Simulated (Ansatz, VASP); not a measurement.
# MgS: VASP beside Ansatz

The input POSCAR:

```
MgS
1.0
    0.0000000000      2.6015176528      2.6015176528
    2.6015176528      0.0000000000      2.6015176528
    2.6015176528      2.6015176528      0.0000000000
Mg S
1 1
Direct
    0.0000000000      0.0000000000      0.0000000000
    0.5000000000      0.5000000000      0.5000000000
```

Contents of INCAR.step1:

```
SYSTEM = MgS
ALGO     = Normal         ! electronic algorithm
EDIFF    = 1E-4           ! SCF threshold, eV
ENCUT    = 520            ! plane-wave cutoff, eV
GGA      = PE             ! functional
ISMEAR   = 0              ! smearing method
LASPH    = .TRUE.         ! aspherical terms in the spheres
LCHARG   = .FALSE.        ! write CHGCAR
LREAL    = .FALSE.        ! projectors in reciprocal space
LWAVE    = .TRUE.         ! write WAVECAR
NBANDS   = 11             ! bands
NELM     = 60             ! most SCF steps
PREC     = Accurate       ! precision mode
SIGMA    = 0.01           ! smearing width, eV
```

The input INCAR.step2:

```
SYSTEM = MgS
ALGO     = Normal         ! electronic algorithm
EDIFF    = 1E-6           ! SCF threshold, eV
ENCUT    = 520            ! plane-wave cutoff, eV
ISIF     = 2              ! what is computed and relaxed
ISMEAR   = 0              ! smearing method
ISTART   = 1            
LASPH    = .TRUE.         ! aspherical terms in the spheres
LCHARG   = .FALSE.        ! write CHGCAR
LMIXTAU  = .TRUE.       
LREAL    = .FALSE.        ! projectors in reciprocal space
LWAVE    = .FALSE.        ! write WAVECAR
METAGGA  = R2SCAN         ! meta-GGA
NBANDS   = 11             ! bands
NELM     = 60             ! most SCF steps
PREC     = Accurate       ! precision mode
SIGMA    = 0.01           ! smearing width, eV
```

File KPOINTS:

```
k-points
0
G
  8 8 8
  0 0 0
```

Input for Ansatz:

```yaml
crystal:
  lattice:
    - [0.0, 2.6015176528, 2.6015176528]
    - [2.6015176528, 0.0, 2.6015176528]
    - [2.6015176528, 2.6015176528, 0.0]
  atoms:
    - { symbol: Mg, position: [0.0, 0.0, 0.0] }
    - { symbol: S, position: [0.5, 0.5, 0.5] }
kpoints:
  mp_grid: { grid: [8, 8, 8] }
  band_path:
    path:
      - [0.0, 0.0, 0.0]
      - [0.5, 0.0, 0.5]
      - [0.625, 0.25, 0.625]
      - [0.375, 0.375, 0.75]
      - [0.5, 0.5, 0.5]
      - [0.5, 0.25, 0.75]
      - [0.0, 0.5, 0.5]
    npoints: 1
hamiltonian:
  xc: r2scan
scf:
  occupations: { method: fixed }
  n_extra_bands: 4
output:
  forces: true
  stress: true
  eigenvalues: true
```

Alike in both runs: task single point; functional r2SCAN; k mesh 8 × 8 × 8; no spin polarisation.

|  | VASP | Ansatz |
| --- | --- | --- |
| version | VASP 6.6.1 | Ansatz 0.2.0 |
| potentials or method | VASP PAW PBE potentials, release 64 (Mg, S) | plane waves, PAW |
| plane-wave cutoff (eV) | 520 | 500 |
| occupations | gaussian, width 0.01 eV | fixed |
| valence electrons in the cell | 8 | 16 |

|  | VASP | Ansatz | Ansatz less VASP |
| --- | --- | --- | --- |
| gap on the k mesh at the Fermi level (eV) | 3.43 | 3.46 | +0.029 |
| pressure (GPa) | -0.5 | 0.0 | +0.47 |

The two sets of potentials don't hold the same shells in valence.

Caveats: the PAW data sets were made with another functional, which shifts forces and pressure a little (VASP). r2SCAN opens gaps a little over a GGA but as a rule still falls short of measured ones. A k mesh can miss the band edges.
